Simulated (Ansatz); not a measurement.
Consider the substitution at a C–Al bond: `C[S][Al]([CH3])[F]` + acetic acid → `COC(C)=O` + `C[S][AlH][F]`.

Calculated with Ansatz (gas phase, PBE0-D4/def2-TZVP geometries, no zero-point term in ΔE). CBS: MP2 limit from def2 TZ/QZ plus the TZ coupled-cluster correction, frozen cores. This one scheme is used for every species. One conformer a species, not always the lowest.

| species | MP2/def2-TZVPP energy (Eh) |
| --- | --- |
| `C[S][Al]([CH3])[F]` | -819.20283 |
| `CC(=O)O` | -228.71064 |
| `COC(C)=O` | -267.91569 |
| `C[S][AlH][F]` | -779.96220 |

(1) Work out ΔE.

Largest T1 diagnostic among the species: 0.015.

Answers

(1) ΔE = (-267.91569) + (-779.96220) − (-819.20283) − (-228.71064) = 0.03558 Eh = +22.3 kcal/mol. CCSD(T)/CBS gives +21.5 kcal/mol.

At CCSD(T), def2-SVP lies −3.5 kcal/mol from the extrapolated value and def2-TZVPP −0.6 kcal/mol. In def2-TZVPP, CCSD(T) changes the Hartree–Fock value by +2.9 kcal/mol (the triples alone add +0.1 kcal/mol) and MP2 by +4.3 kcal/mol. Leaving LDA and LC-ωPBE aside and taking each functional with its dispersion term where it has one, the values, not all of them listed here, spread over 2.6 kcal/mol, from B97M-V to r2SCAN0-D4.
